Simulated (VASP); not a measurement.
Runs of VASP 6.6.1 on BN. The cell holds a slab with vacuum, 2 atoms: a = 2.509 Å, b = 2.509 Å, c = 18.000 Å, α = 90.00°, β = 90.00°, γ = 120.00°. 

```tsv
task	level	potentials or basis	cell	cutoff (eV)	dipole correction	gap on the mesh (eV)
band structure	LDA	VASP PAW LDA potentials, release 64 (B, N)	P-6m2, 49.06 Å³/atom	520	yes	(a)
relaxation of cell and atoms	PBE+D3(BJ)	VASP PAW PBE potentials, release 64 (B, N)	relaxed	600	-	4.67
band structure	PBE+D3(BJ)	VASP PAW PBE potentials, release 64 (B, N)	P-6m2, 49.06 Å³/atom	520	yes	4.67
band structure	r2SCAN	VASP PAW PBE potentials, release 64 (B, N)	P-6m2, 49.06 Å³/atom	520	yes	5.29
```

Alike in all rows: no spin polarisation; k mesh 15 × 15 × 1; smearing gaussian 0.03 eV.

Question: Estimate the missing entries.

Answer: (a) 4.54.

Caveats: the PAW data sets were made with another functional, which shifts forces and pressure a little (some runs).

A k mesh can miss the band edges.
